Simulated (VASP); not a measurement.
# InSb (F-43m) in VASP: band structure with PBE

Aim: the band structure of InSb with PBE.

Everything below comes from runs of VASP 6.6.1. Logs are shortened: lines on timing, memory, paths and dates and some standing lists are left out, and cuts for length are marked.

**The experiment to reproduce.**

From “Electronic Structure and Epitaxy of CdTe Shells on InSb Nanowires”, 2021, arxiv:2111.05126, for a bulk crystal of InSb: band gap 0.24 eV.

The runs below are set against these values where they give the same quantity.

## (1) The structure

The structure is cubic, space group F-43m (No. 216). The conventional cell has a = 6.634 Å, b = 6.634 Å, c = 6.634 Å, α = 90.00°, β = 90.00°, γ = 90.00°. Around In (site symmetry -43m) lie 4 Sb at 2.87 Å. Sb (site symmetry -43m) is surrounded by 4 In at 2.87 Å.

## (2) Band structure, PBE

Input file INCAR:

```
SYSTEM = InSb
PREC = Accurate
ENCUT = 520
EDIFF = 1E-7
ISMEAR = 0
SIGMA = 0.02
LREAL = .False.
LASPH = .True.
NELM = 60
ALGO = Normal
ISIF = 2
LWAVE = .False.
LCHARG = .False.
GGA = PE
NBANDS = 16
```

Input file KPOINTS:

```
Automatic mesh
0
Gamma
  8 8 8
  0 0 0
```

Input file POSCAR:

```
InSb                                    
1.0
    0.0000000000      3.3171152271      3.3171152271
    3.3171152271      0.0000000000      3.3171152271
    3.3171152271      3.3171152271      0.0000000000
  In              Sb            
     1     1
Direct
     0.0000000000000000    0.0000000000000000    0.0000000000000000
     0.2500000000000000    0.2500000000000000    0.2500000000000000
```

Input file KPOINTS_OPT:

```
path GXWKGLUWLK,UX
10
line-mode
reciprocal
 0.0000000000  0.0000000000  0.0000000000  G
 0.5000000000  0.0000000000  0.5000000000  X

 0.5000000000  0.0000000000  0.5000000000  X
 0.5000000000  0.2500000000  0.7500000000  W

 0.5000000000  0.2500000000  0.7500000000  W
 0.3750000000  0.3750000000  0.7500000000  K

 0.3750000000  0.3750000000  0.7500000000  K
 0.0000000000  0.0000000000  0.0000000000  G

 0.0000000000  0.0000000000  0.0000000000  G
 0.5000000000  0.5000000000  0.5000000000  L

 0.5000000000  0.5000000000  0.5000000000  L
 0.6250000000  0.2500000000  0.6250000000  U

 0.6250000000  0.2500000000  0.6250000000  U
 0.5000000000  0.2500000000  0.7500000000  W

 0.5000000000  0.2500000000  0.7500000000  W
 0.5000000000  0.5000000000  0.5000000000  L

 0.5000000000  0.5000000000  0.5000000000  L
 0.3750000000  0.3750000000  0.7500000000  K

 0.6250000000  0.2500000000  0.6250000000  U
 0.5000000000  0.0000000000  0.5000000000  X
```

Potentials or basis: VASP PAW PBE potentials, release 64 (In_d, Sb).

Launch:

```
cat potpaw_PBE.64/In_d/POTCAR potpaw_PBE.64/Sb/POTCAR > POTCAR
mpirun -np 1 vasp_std > vasp.out
```

OUTCAR:

```text
SYSTEM = InSb
   PREC = Accurate
   ENCUT = 520
   EDIFF = 1E-7
   ISMEAR = 0
   LREAL = .False.
   LASPH = .True.
   NELM = 60
   ISIF = 2
   GGA = PE

 ion  position               nearest neighbor table
   1  0.000  0.000  0.000-   2 2.87   2 2.87   2 2.87   2 2.87
   2  0.250  0.250  0.250-   1 2.87   1 2.87   1 2.87   1 2.87

  LATTYP: Found a face centered cubic cell.
 ALAT       =     6.6342304542

  Lattice vectors:

 A1 = (   0.0000000000,   3.3171152271,   3.3171152271)
 A2 = (   3.3171152271,   0.0000000000,   3.3171152271)
 A3 = (   3.3171152271,   3.3171152271,   0.0000000000)

Analysis of symmetry for initial positions (statically):
=====================================================================
 Subroutine PRICEL returns:
 Original cell was already a primitive cell.

 Routine SETGRP: Setting up the symmetry group for a
 face centered cubic supercell.

 Subroutine GETGRP returns: Found 24 space group operations
 (whereof 24 operations were pure point group operations)
 out of a pool of 48 trial point group operations.

The static configuration has the point symmetry T_d .

Analysis of symmetry for dynamics (positions and initial velocities):
=====================================================================
 Subroutine PRICEL returns:
 Original cell was already a primitive cell.

 Routine SETGRP: Setting up the symmetry group for a
 face centered cubic supercell.

 Subroutine GETGRP returns: Found 24 space group operations
 (whereof 24 operations were pure point group operations)
 out of a pool of 48 trial point group operations.

The dynamic configuration has the point symmetry T_d .

 Subroutine INISYM returns: Found 24 space group operations
 (whereof 24 operations are pure point group operations),
 and found     1 'primitive' translations

----------------------------------------------------------------------------------------

                                     Primitive cell

  volume of cell :      72.9981

  direct lattice vectors                    reciprocal lattice vectors
     0.000000000  3.317115227  3.317115227    -0.150733383  0.150733383  0.150733383
     3.317115227  0.000000000  3.317115227     0.150733383 -0.150733383  0.150733383
     3.317115227  3.317115227  0.000000000     0.150733383  0.150733383 -0.150733383

  length of vectors
     4.691109342  4.691109342  4.691109342     0.261077878  0.261077878  0.261077878

[... 79 lines left out ...]
   NELM   =     60;   NELMIN=  2; NELMDL= -5     # of ELM steps
   EDIFF  = 0.1E-06   stopping-criterion for ELM
   LREAL  =      F    real-space projection
   EDIFFG = 0.1E-05   stopping-criterion for IOM
   NSW    =      0    number of steps for IOM
   IBRION =     -1    ionic relax: 0-MD 1-quasi-New 2-CG
   NFREE  =      0    steps in history (QN), initial steepest desc. (CG)
   ISIF   =      2    stress and relaxation
   ISYM   =      2    0-nonsym 1-usesym 2-fastsym
   POTIM  = 0.5000    time-step for ionic-motion
   TEBEG  =    0.0;   TEEND  =   0.0 temperature during run
   PSTRESS=    0.0 pullay stress
   NELECT =      18.0000    total number of electrons
   NUPDOWN=      -1.0000    fix difference up-down
   EMIN   =  10.00;   EMAX   =-10.00  energy-range for DOS
   EFERMI =   0.00;   METHOD = LEGACY
   ISMEAR =     0;   SIGMA  =   0.02  broadening in eV -4-tet -1-fermi 0-gaus
   EFERMI_NEDOS =   21; number of points for ismear=-14 and -15
   IALGO  =     38    algorithm
   IMIX   =      4    mixing-type and parameters
     AMIX     =   0.40;   BMIX     =  1.00
     AMIX_MAG =   1.60;   BMIX_MAG =  1.00
  volume/ion in A,a.u.               =      36.50       246.31
  Fermi-wavevector in a.u.,A,eV,Ry     =   1.026585  1.939965 14.338877  1.053878
  Thomas-Fermi vector in A             =   2.160486
   LORBIT       =      0    0 simple, 1 ext, 2 COOP (PROOUT), +10 PAW based schemes
   GGA     = PE    functional components
   LHFCALC =     F    Hartree Fock is set to
   AEXX    =    0.0000 exact exchange contribution
   IVDW    =     0    specifies the selected vdW correction
   LEPSILON=     F    determine dielectric tensor
   LRPA    =     F    only Hartree local field effects (RPA)
 non-spin polarized calculation
 Gauss-broadening in eV      SIGMA  =   0.02
  energy-cutoff  :      520.00
  volume of cell :       73.00
 maximum number of plane-waves:      1989
   NGX = 17   NGY = 17   NGZ = 17

 number of electron      18.0000008 magnetization

 Free energy of the ion-electron system (eV)
  ---------------------------------------------------
  ext. energy  EPLUGINS =         0.00000000
  ---------------------------------------------------
  free energy    TOTEN  =        -6.94871846 eV

  energy without entropy =       -6.94865820  energy(sigma->0) =       -6.94868833

 E-fermi :   4.3908     XC(G=0):  -8.3838

 val. band max:        4.3847125133   @ k =   0.0000   0.0000   0.0000
 cond. band min:       4.8035224755   @ k =   0.5000   0.0000   0.0000
 fundamental gap:      0.4188099622
 Fermi energy:         4.3908037379

 k-point     1 :       0.0000    0.0000    0.0000
  band No.  band energies     occupation
      1     -10.0863      2.00000
      2     -10.0863      2.00000
      3     -10.0863      2.00000
      4     -10.0195      2.00000
      5     -10.0195      2.00000
      6      -5.9038      2.00000
[... 433 lines left out ...]
      3     -10.0633      2.00000
      4     -10.0223      2.00000
      5     -10.0178      2.00000
      6      -4.4672      2.00000
[... 8 lines left out ...]
     15      13.2849      0.00000
     16      13.5909      0.00000

 [... further k-points ...]

------------------------ aborting loop because EDIFF is reached ----------------------------------------

  FORCE on cell =-STRESS in cart. coord.  units (eV):
  Direction    XX          YY          ZZ          XY          YZ          ZX
  --------------------------------------------------------------------------------------
  -------------------------------------------------------------------------------------
  Total        0.0006140      0.0006140      0.0006140      0.0000000      0.0000000     -0.0000000
  in kB        0.0134766      0.0134766      0.0134766      0.0000000      0.0000000     -0.0000000
  external PRESSURE =       0.0134766 kB  Pullay stress =       0.0000000 kB

 VOLUME and BASIS-vectors are now :
 -----------------------------------------------------------------------------
  energy-cutoff  :      520.00
  volume of cell :       73.00
      direct lattice vectors                 reciprocal lattice vectors
     0.000000000  3.317115227  3.317115227    -0.150733383  0.150733383  0.150733383
     3.317115227  0.000000000  3.317115227     0.150733383 -0.150733383  0.150733383
     3.317115227  3.317115227  0.000000000     0.150733383  0.150733383 -0.150733383

 POSITION                                       TOTAL-FORCE (eV/Angst)
 -----------------------------------------------------------------------------------
      0.00000      0.00000      0.00000        -0.000000     -0.000000     -0.000000
      1.65856      1.65856      1.65856         0.000000      0.000000      0.000000
 -----------------------------------------------------------------------------------
    total drift:                               -0.000000     -0.000000     -0.000000

  FREE ENERGIE OF THE ION-ELECTRON SYSTEM (eV)
  ---------------------------------------------------
  free  energy   TOTEN  =        -6.9487184596 eV

  energy  without entropy=       -6.9486582009  energy(sigma->0) =       -6.94868833
```

It took 36 s on 1 thread of Intel Xeon 6975P-C (Granite Rapids), shared host; peak memory 0.23 GiB.

What came out:

* Free energy: -6.9487 eV
* Pressure: 0.0 GPa
* Band gap along the path: none (metal or under the smearing width)

Levels at the corners of the path, in eV from the Fermi level:
```
point  band 7  band 8  band 9  band 10  band 11  band 12
    Γ   -0.59   -0.01   -0.01    -0.01     2.96     2.96
    X   -5.63   -2.04   -2.04     1.35     1.46     7.73
    X   -5.63   -2.04   -2.04     1.35     1.46     7.73
    W   -5.54   -2.58   -2.45     3.25     3.97     4.08
    W   -5.54   -2.58   -2.45     3.25     3.97     4.08
    K   -5.51   -2.81   -1.73     1.64     3.58     6.01
    K   -5.51   -2.81   -1.73     1.64     3.58     6.01
    Γ   -0.59   -0.01   -0.01    -0.01     2.96     2.96
    Γ   -0.59   -0.01   -0.01    -0.01     2.96     2.96
    L   -5.31   -0.91   -0.91     0.41     3.79     3.79
    L   -5.31   -0.91   -0.91     0.41     3.79     3.79
    U   -5.51   -2.81   -1.73     1.64     3.58     6.01
    U   -5.51   -2.81   -1.73     1.64     3.58     6.01
    W   -5.54   -2.58   -2.45     3.25     3.97     4.08
    W   -5.54   -2.58   -2.45     3.25     3.97     4.08
    L   -5.31   -0.91   -0.91     0.41     3.79     3.79
    L   -5.31   -0.91   -0.91     0.41     3.79     3.79
    K   -5.51   -2.81   -1.73     1.64     3.58     6.01
    U   -5.51   -2.81   -1.73     1.64     3.58     6.01
    X   -5.63   -2.04   -2.04     1.35     1.46     7.73
```

Caveat: spin-orbit coupling is left out, which moves the levels of the heavy elements; this crystal is a semiconductor, whose small gap the functional closes, so the metal is an error of the method.

## (3) Against experiment

Step 2. A measured gap of InSb is 0.24 eV (quoted in “Electronic Structure and Epitaxy of CdTe Shells on InSb Nanowires”, 2021, arxiv:2111.05126); the calculated 0.00 eV misses it by -0.24 eV. Spin-orbit coupling on In, Sb is left out. The value is that of PBE, without temperature or zero-point motion. Semilocal functionals fall short of measured gaps as a rule.
